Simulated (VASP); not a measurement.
# Cs (P6_3/mmc) in VASP: settings compared

One crystal, Cs, is run at these levels: PBE, PBE+D3(BJ), LDA; tasks: single point.

Everything below comes from runs of VASP 6.6.1. Logs are shortened: lines on timing, memory, paths and dates and some standing lists are left out, and cuts for length are marked.

## Step 1: Starting point

The structure is hexagonal, space group P6_3/mmc (No. 194). Conventional cell: a = 5.566 Å, b = 5.566 Å, c = 9.258 Å, α = 90.00°, β = 90.00°, γ = 120.00°.

This isn't the form of Cs at room conditions, which is bcc.

## Step 2: Single point, PBE

Input file INCAR:

```
PREC = Accurate ; ENCUT = 520
EDIFF = 1E-6 ; ISMEAR = 0
SIGMA = 0.1 ; LREAL = F
LASPH = T ; NELM = 100
ALGO = Normal ; ISIF = 2
LWAVE = F ; LCHARG = T
GGA = PE ; LELF = T
LVHAR = T ; NBANDS = 16
```

Input file KPOINTS:

```
regular mesh
0
Gamma
  3 3 2
```

Input file POSCAR:

```
Cs
1.0
    5.5663060538      0.0000000000      0.0000000000
   -2.7831530269      4.8205624479      0.0000000000
    0.0000000000      0.0000000000      9.2584789600
Cs
2
Direct
    0.3333333300      0.6666666700      0.2500000000
    0.6666666700      0.3333333300      0.7500000000
```

Potentials or basis: VASP PAW PBE potentials, release 64 (Cs_sv).

On the command line:

```bash
$ cat potpaw_PBE.64/Cs_sv/POTCAR > POTCAR
$ mpirun -np 1 vasp_std > vasp.out
```

OUTCAR:

```text
PREC = Accurate
   ENCUT = 520
   EDIFF = 1E-6
   ISMEAR = 0
   LREAL = F
   LASPH = T
   NELM = 100
   ISIF = 2
   GGA = PE

 ion  position               nearest neighbor table
   1  0.333  0.667  0.250-
   2  0.667  0.333  0.750-

  LATTYP: Found a hexagonal cell.
 ALAT       =     5.5663060538
 C/A-ratio  =     1.6633075635

  Lattice vectors:

 A1 = (   5.5663060538,   0.0000000000,   0.0000000000)
 A2 = (  -2.7831530269,   4.8205624479,   0.0000000000)
 A3 = (   0.0000000000,   0.0000000000,   9.2584789600)

Analysis of symmetry for initial positions (statically):
=====================================================================
 Subroutine PRICEL returns:
 Original cell was already a primitive cell.

 Routine SETGRP: Setting up the symmetry group for a
 hexagonal supercell.

 Subroutine GETGRP returns: Found 24 space group operations
 (whereof 12 operations were pure point group operations)
 out of a pool of 24 trial point group operations.

The static configuration has the point symmetry D_3d.
 The point group associated with its full space group is D_6h.

Analysis of symmetry for dynamics (positions and initial velocities):
=====================================================================
 Subroutine PRICEL returns:
 Original cell was already a primitive cell.

 Routine SETGRP: Setting up the symmetry group for a
 hexagonal supercell.

 Subroutine GETGRP returns: Found 24 space group operations
 (whereof 12 operations were pure point group operations)
 out of a pool of 24 trial point group operations.

The dynamic configuration has the point symmetry D_3d.
 The point group associated with its full space group is D_6h.

 Subroutine INISYM returns: Found 24 space group operations
 (whereof 12 operations are pure point group operations),
 and found     1 'primitive' translations

----------------------------------------------------------------------------------------

                                     Primitive cell

  volume of cell :     248.4302

  direct lattice vectors                    reciprocal lattice vectors
     5.566306054  0.000000000  0.000000000     0.179652357  0.103722336  0.000000000
    -2.783153027  4.820562448  0.000000000     0.000000000  0.207444673  0.000000000
     0.000000000  0.000000000  9.258478960     0.000000000  0.000000000  0.108009102

  length of vectors
     5.566306054  5.566306054  9.258478960     0.207444673  0.207444673  0.108009102

  position of ions in fractional coordinates (direct lattice)
     0.333333330  0.666666670  0.250000000
     0.666666670  0.333333330  0.750000000

  ion indices of the primitive-cell ions
   primitive index   ion index
                 1           1
                 2           2

----------------------------------------------------------------------------------------

 KPOINTS: regular mesh

Automatic generation of k-mesh.
 Grid dimensions read from file:
 generate k-points for:    3    3    2

 Generating k-lattice:

  Cartesian coordinates                     Fractional coordinates (reciprocal lattice)
     0.059884119  0.034574112  0.000000000     0.333333333  0.000000000  0.000000000
     0.000000000  0.069148224  0.000000000     0.000000000  0.333333333  0.000000000
     0.000000000  0.000000000  0.054004551     0.000000000  0.000000000  0.500000000

  Length of vectors
     0.069148224  0.069148224  0.054004551

  Shift w.r.t. Gamma in fractional coordinates (k-lattice)
     0.000000000  0.000000000  0.000000000

 Subroutine IBZKPT returns following result:
 ===========================================

 Found      6 irreducible k-points:

 Following reciprocal coordinates:
            Coordinates               Weight
  0.000000  0.000000  0.000000      1.000000
  0.333333  0.000000  0.000000      6.000000
  0.333333  0.333333  0.000000      2.000000
  0.000000  0.000000  0.500000      1.000000
  0.333333  0.000000  0.500000      6.000000
  0.333333  0.333333  0.500000      2.000000
   k-points           NKPTS =      6   k-points in BZ     NKDIM =      6   number of bands    NBANDS=     16
   number of dos      NEDOS =    301   number of ions     NIONS =      2
   total plane-waves  NPLWV = 123480
   dimension x,y,z NGX =    42 NGY =   42 NGZ =   70
   dimension x,y,z NGXF=    84 NGYF=   84 NGZF=  140
   ions per type =               2
   NGX,Y,Z   is equivalent  to a cutoff of  12.54, 12.54, 12.57 a.u.
   NGXF,Y,Z  is equivalent  to a cutoff of  25.09, 25.09, 25.14 a.u.
 SYSTEM =  unknown system
   PREC   = accura    normal or accurate (medium, high low for compatibility)
   ISTART =      0    job   : 0-new  1-cont  2-samecut
   ICHARG =      2    charge: 1-file 2-atom 10-const
   ISPIN  =      1    spin polarized calculation?
   LNONCOLLINEAR =      F non collinear calculations
   LSORBIT =      F    spin-orbit coupling
   LASPH  =      T    aspherical Exc in radial PAW
   ENCUT  =  520.0 eV  38.22 Ry    6.18 a.u.  10.35 10.35 17.21*2*pi/ulx,y,z
   NELM   =    100;   NELMIN=  2; NELMDL= -5     # of ELM steps
   EDIFF  = 0.1E-05   stopping-criterion for ELM
   LREAL  =      F    real-space projection
   EDIFFG = 0.1E-04   stopping-criterion for IOM
   NSW    =      0    number of steps for IOM
   IBRION =     -1    ionic relax: 0-MD 1-quasi-New 2-CG
   NFREE  =      0    steps in history (QN), initial steepest desc. (CG)
   ISIF   =      2    stress and relaxation
   ISYM   =      2    0-nonsym 1-usesym 2-fastsym
   POTIM  = 0.5000    time-step for ionic-motion
   TEBEG  =    0.0;   TEEND  =   0.0 temperature during run
   PSTRESS=    0.0 pullay stress
   NELECT =      18.0000    total number of electrons
   NUPDOWN=      -1.0000    fix difference up-down
   EMIN   =  10.00;   EMAX   =-10.00  energy-range for DOS
   EFERMI =   0.00;   METHOD = LEGACY
   ISMEAR =     0;   SIGMA  =   0.10  broadening in eV -4-tet -1-fermi 0-gaus
   EFERMI_NEDOS =   21; number of points for ismear=-14 and -15
   IALGO  =     38    algorithm
   IMIX   =      4    mixing-type and parameters
     AMIX     =   0.40;   BMIX     =  1.00
     AMIX_MAG =   1.60;   BMIX_MAG =  1.00
  volume/ion in A,a.u.               =     124.22       838.24
  Fermi-wavevector in a.u.,A,eV,Ry     =   0.682492  1.289723  6.337529  0.465795
  Thomas-Fermi vector in A             =   1.761581
   LORBIT       =      0    0 simple, 1 ext, 2 COOP (PROOUT), +10 PAW based schemes
   GGA     = PE    functional components
   LHFCALC =     F    Hartree Fock is set to
   AEXX    =    0.0000 exact exchange contribution
   IVDW    =     0    specifies the selected vdW correction
   LEPSILON=     F    determine dielectric tensor
   LRPA    =     F    only Hartree local field effects (RPA)
 non-spin polarized calculation
 Gauss-broadening in eV      SIGMA  =   0.10
  energy-cutoff  :      520.00
  volume of cell :      248.43
 maximum number of plane-waves:      6689
 NGX is ok and might be reduce to    42
   NGX = 21   NGY = 21   NGZ = 35

 number of electron      18.0000000 magnetization

 Free energy of the ion-electron system (eV)
  ---------------------------------------------------
  ext. energy  EPLUGINS =         0.00000000
  ---------------------------------------------------
  free energy    TOTEN  =        -1.74838794 eV

  energy without entropy =       -1.71827160  energy(sigma->0) =       -1.73332977

 E-fermi :   0.0491     XC(G=0):  -5.2180

 val. band max:        0.0014790309   @ k =   0.3333   0.0000   0.5000
 cond. band min:       0.2282819768   @ k =   0.0000   0.0000   0.0000
 fundamental gap:      0.2268029459
 Fermi energy:         0.0490682859

 k-point     1 :       0.0000    0.0000    0.0000
  band No.  band energies     occupation
      1     -23.6361      2.00000
      2     -23.6323      2.00000
      3     -10.4856      2.00000
      4     -10.4044      2.00000
      5     -10.4044      2.00000
      6     -10.3915      2.00000
      7     -10.3915      2.00000
      8     -10.3872      2.00000
      9      -1.3330      2.00000
     10       0.2283      0.01126
     11       0.9169      0.00000
     12       2.5841      0.00000
     13       2.6326      0.00000
     14       2.6326      0.00000
     15       2.9114      0.00000
     16       2.9114      0.00000

 k-point     2 :       0.3333    0.0000    0.0000
  band No.  band energies     occupation
      1     -23.6331      2.00000
      2     -23.6309      2.00000
      3     -10.4676      2.00000
      4     -10.4561      2.00000
      5     -10.4541      2.00000
      6     -10.4229      2.00000
      7     -10.4033      2.00000
      8     -10.3998      2.00000
      9      -0.4491      2.00000
     10       0.9896      0.00000
     11       1.0382      0.00000
     12       1.3408      0.00000
     13       2.0441      0.00000
     14       2.1414      0.00000
     15       2.6992      0.00000
     16       3.3426      0.00000

 k-point     3 :       0.3333    0.3333    0.0000
  band No.  band energies     occupation
      1     -23.6309      2.00000
      2     -23.6309      2.00000
      3     -10.4700      2.00000
      4     -10.4567      2.00000
      5     -10.4567      2.00000
      6     -10.4421      2.00000
      7     -10.4237      2.00000
      8     -10.4237      2.00000
      9       0.8628      0.00000
     10       0.8628      0.00000
     11       0.9118      0.00000
     12       1.2653      0.00000
     13       1.8928      0.00000
     14       1.8928      0.00000
     15       2.3176      0.00000
     16       3.0528      0.00000

 k-point     4 :       0.0000    0.0000    0.5000
  band No.  band energies     occupation
      1     -23.6342      2.00000
      2     -23.6342      2.00000
      3     -10.4371      2.00000
      4     -10.4371      2.00000
      5     -10.3980      2.00000
      6     -10.3980      2.00000
      7     -10.3980      2.00000
      8     -10.3980      2.00000
      9      -0.7760      2.00000
     10      -0.7760      2.00000
     11       1.8398      0.00000
     12       1.8398      0.00000
     13       2.6481      0.00000
     14       2.6481      0.00000
     15       2.6481      0.00000
     16       2.6481      0.00000

 k-point     5 :       0.3333    0.0000    0.5000
  band No.  band energies     occupation
      1     -23.6320      2.00000
      2     -23.6320      2.00000
      3     -10.4725      2.00000
      4     -10.4725      2.00000
      5     -10.4163      2.00000
      6     -10.4163      2.00000
      7     -10.4131      2.00000
      8     -10.4131      2.00000
      9       0.0015      1.49906
     10       0.0015      1.49906
     11       1.5039      0.00000
     12       1.5039      0.00000
     13       1.9984      0.00000
     14       1.9984      0.00000
     15       3.0210      0.00000
     16       3.0210      0.00000

 k-point     6 :       0.3333    0.3333    0.5000
  band No.  band energies     occupation
      1     -23.6309      2.00000
      2     -23.6309      2.00000
      3     -10.4719      2.00000
      4     -10.4719      2.00000
      5     -10.4561      2.00000
      6     -10.4561      2.00000
      7     -10.4081      2.00000
      8     -10.4081      2.00000
      9       1.0660      0.00000
     10       1.0660      0.00000
     11       1.1430      0.00000
     12       1.1430      0.00000
     13       1.3065      0.00000
     14       1.3065      0.00000
     15       2.9029      0.00000
     16       2.9029      0.00000

------------------------ aborting loop because EDIFF is reached ----------------------------------------

  FORCE on cell =-STRESS in cart. coord.  units (eV):
  Direction    XX          YY          ZZ          XY          YZ          ZX
  --------------------------------------------------------------------------------------
  -------------------------------------------------------------------------------------
  Total       -0.1240557     -0.1240557     -0.3377502      0.0000000      0.0000000      0.0000000
  in kB       -0.8000605     -0.8000605     -2.1782203      0.0000000      0.0000000      0.0000000
  external PRESSURE =      -1.2594471 kB  Pullay stress =       0.0000000 kB

 VOLUME and BASIS-vectors are now :
 -----------------------------------------------------------------------------
  energy-cutoff  :      520.00
  volume of cell :      248.43
      direct lattice vectors                 reciprocal lattice vectors
     5.566306054  0.000000000  0.000000000     0.179652357  0.103722336  0.000000000
    -2.783153027  4.820562448  0.000000000     0.000000000  0.207444673  0.000000000
     0.000000000  0.000000000  9.258478960     0.000000000  0.000000000  0.108009102

 POSITION                                       TOTAL-FORCE (eV/Angst)
 -----------------------------------------------------------------------------------
     -0.00000      3.21371      2.31462        -0.000000      0.000000      0.000000
      2.78315      1.60685      6.94386         0.000000     -0.000000      0.000000
 -----------------------------------------------------------------------------------
    total drift:                               -0.000006      0.000003     -0.000000

  FREE ENERGIE OF THE ION-ELECTRON SYSTEM (eV)
  ---------------------------------------------------
  free  energy   TOTEN  =        -1.7483879377 eV

  energy  without entropy=       -1.7182715962  energy(sigma->0) =       -1.73332977
```

Wall time 24 s (1 thread of AMD EPYC 7R13 (Zen 3), shared host); peak memory 0.28 GiB.

What came out:

```
Free energy            : -1.7484 eV
Pressure               : -0.1 GPa
Band gap on the k mesh : none (metal or under the smearing width)
```

Caveat: the k mesh is coarse (spacing up to 0.43 Å⁻¹), so the values aren't converged.

## Step 3: Single point, PBE+D3(BJ)

This run uses another cell than the first one, of 134.15 Å³/atom, 1.080 times its volume.

Input file INCAR:

```
PREC = Accurate
ENCUT = 520
EDIFF = 1E-6
ISMEAR = 0
SIGMA = 0.1
LREAL = False
LASPH = True
NELM = 100
ALGO = Normal
ISIF = 2
LWAVE = False
LCHARG = True
GGA = PE
IVDW = 12
LELF = True
LVHAR = True
NBANDS = 16
```

KPOINTS is that of step 2.

Input file POSCAR:

```
Cs
1.0
    5.7109496783      0.0000000000      0.0000000000
   -2.8554748392      4.9458275012      0.0000000000
    0.0000000000      0.0000000000      9.4990657946
Cs
2
Direct
    0.3333333333      0.6666666667      0.2500000000
    0.6666666667      0.3333333333      0.7500000000
```

Potentials or basis: VASP PAW PBE potentials, release 64 (Cs_sv).

On the command line:

```bash
$ cat potpaw_PBE.64/Cs_sv/POTCAR > POTCAR
$ mpirun -np 1 vasp_std > vasp.out
```

It took 22 s on 1 thread of AMD EPYC 7R13 (Zen 3), shared host; peak memory 0.31 GiB.

Results (log left out):

| Item | Value |
| --- | --- |
| Free energy | -1.8791 eV |
| Pressure | -0.3 GPa |
| Band gap on the k mesh | none (metal or under the smearing width) |
| Dispersion energy per atom | -0.076 eV |

Stress tensor (GPa, compression positive):
```
-0.27  0.00  0.00
 0.00 -0.27  0.00
 0.00  0.00 -0.40
```

Levels at points of the mesh, in eV from the Fermi level:
| k point | band 7 | band 8 | band 9 | band 10 | band 11 | band 12 |
| --- | --- | --- | --- | --- | --- | --- |
| (0.00, 0.00, 0.00) | -10.50 | -10.50 | -1.31 | 0.19 | 0.81 | 2.49 |
| (0.00, 0.00, 0.50) | -10.51 | -10.51 | -0.79 | -0.79 | 1.76 | 1.76 |

Caveat: the k mesh is coarse (spacing up to 0.42 Å⁻¹), so the values aren't converged; pairwise dispersion overbinds metals, which lowers pressure and volume.

## Step 4: Single point, LDA

This run uses another cell than the first one, of 127.63 Å³/atom, 1.027 times its volume.

Input file INCAR:

```
PREC = Accurate
ENCUT = 520
EDIFF = 1E-6
ISMEAR = 0
SIGMA = 0.1
LREAL = F
LASPH = T
NELM = 100
ALGO = Normal
ISIF = 2
LWAVE = F
LCHARG = T
LELF = T
LVHAR = T
NBANDS = 16
```

Input file KPOINTS:

```
Automatic mesh
0
Gamma
  2 1 2
```

Input file POSCAR:

```
Cs
1.0
    5.6533874978     -0.0790605981     -0.0035350941
   -2.8951622353      4.8787449763      0.0107026269
   -0.0058799487      0.0171609121      9.3321066271
Cs
2
Direct
    0.3333333333      0.6666666667      0.2500000000
    0.6666666667      0.3333333333      0.7500000000
```

Potentials or basis: VASP PAW LDA potentials, release 64 (Cs_sv).

On the command line:

```bash
$ cat potpaw_LDA.64/Cs_sv/POTCAR > POTCAR
$ mpirun -np 1 vasp_std > vasp.out
```

Wall time 17 s (1 thread of AMD EPYC 7R13 (Zen 3), shared host); peak memory 0.21 GiB.

Results (log left out):

* Free energy: -2.5545 eV
* Pressure: -0.7 GPa
* Largest force: 0.031 eV/Å
* Band gap on the k mesh: none (metal or under the smearing width)

Forces in eV/Å, atoms in the order of the input:
```
Cs   0.028  0.013  0.000
Cs  -0.028 -0.013  0.000
```

Stress tensor (GPa, compression positive):
```
-1.07 -0.07  0.00
-0.07 -0.95  0.00
 0.00  0.00  0.02
```

Levels at points of the mesh, in eV from the Fermi level:
| k point | band 6 | band 7 | band 8 | band 9 | band 10 | band 11 | band 12 | band 13 |
| --- | --- | --- | --- | --- | --- | --- | --- | --- |
| (0.00, 0.00, 0.00) | -10.58 | -10.58 | -10.57 | -1.54 | -0.04 | 0.76 | 2.26 | 2.27 |
| (0.50, 0.00, 0.00) | -10.64 | -10.60 | -10.58 | 0.04 | 0.43 | 0.90 | 1.03 | 1.60 |
| (0.00, 0.00, 0.50) | -10.59 | -10.57 | -10.57 | -0.99 | -0.99 | 1.59 | 1.59 | 2.27 |
| (0.50, 0.00, 0.50) | -10.64 | -10.59 | -10.59 | 0.25 | 0.26 | 0.95 | 0.95 | 1.66 |

Caveat: the k mesh is coarse (spacing up to 1.30 Å⁻¹), so the values aren't converged.

## Step 5: The runs side by side

```csv
level,potentials or basis,cell,k mesh,gap on the mesh (eV),pressure (GPa)
PBE,"VASP PAW PBE potentials, release 64 (Cs_sv)","P6_3/mmc, 124.22 Å³/atom",3 × 3 × 2,none,-0.1
PBE+D3(BJ),"VASP PAW PBE potentials, release 64 (Cs_sv)","P6_3/mmc, 134.15 Å³/atom",3 × 3 × 2,none,-0.3
LDA,"VASP PAW LDA potentials, release 64 (Cs_sv)","P-1, 127.63 Å³/atom",2 × 1 × 2,none,-0.7
```

Alike in all rows: task single point; no spin polarisation; cutoff (eV) 520; smearing gaussian 0.1 eV; the mesh is coarse, so values aren't converged.

Caveats: all runs use coarse meshes; pairwise dispersion overbinds metals, which lowers pressure and volume (some runs).

Total energies depend on the potentials used, so only differences within one code and one set of settings carry meaning.
